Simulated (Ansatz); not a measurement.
# RbBr: one atom moved over a plane

Level of theory: DFT PBE, scalar-relativistic, plane waves, PAW (Ansatz). Cutoff 420 eV, Γ-centred 6×6×6 k-points, Gaussian smearing of 0.05 eV. No spin polarisation. Energies are free energies at this smearing, counted from the undisturbed cell; pressure is positive in compression.

The undisturbed cell (as given, not relaxed at this level; it stands at 1.0 GPa):

```
CELL_PARAMETERS angstrom
0.00000 3.42750 3.42750
3.42750 0.00000 3.42750
3.42750 3.42750 0.00000
ATOMIC_POSITIONS crystal
Rb 0.00000 0.00000 0.00000
Br 0.50000 0.50000 0.50000
```

Atom 2 (Br) is moved by p along (0.707, 0.707, 0.000) and q along (0.000, 0.000, 1.000) (Å), all else fixed. Points are written (p, q).

Energy above the undisturbed cell in eV/cell (a dash: not computed):

```
 p \ q  -0.600  -0.300  0.000  0.300  0.600
-0.600    0.46       ?   0.25      ?   0.46
-0.300    0.37       ?   0.06      ?   0.37
 0.000    0.35    0.06   0.00   0.06   0.35
 0.300    0.37       ?   0.06      ?   0.37
 0.600    0.46       ?   0.25      ?   0.46
```

(1) Fill in the withheld energies.

## Answers

(1) (-0.600, -0.300): 0.28; (-0.600, 0.300): 0.28; (-0.300, -0.300): 0.11; (-0.300, 0.300): 0.11; (0.300, -0.300): 0.11; (0.300, 0.300): 0.11; (0.600, -0.300): 0.28; (0.600, 0.300): 0.28.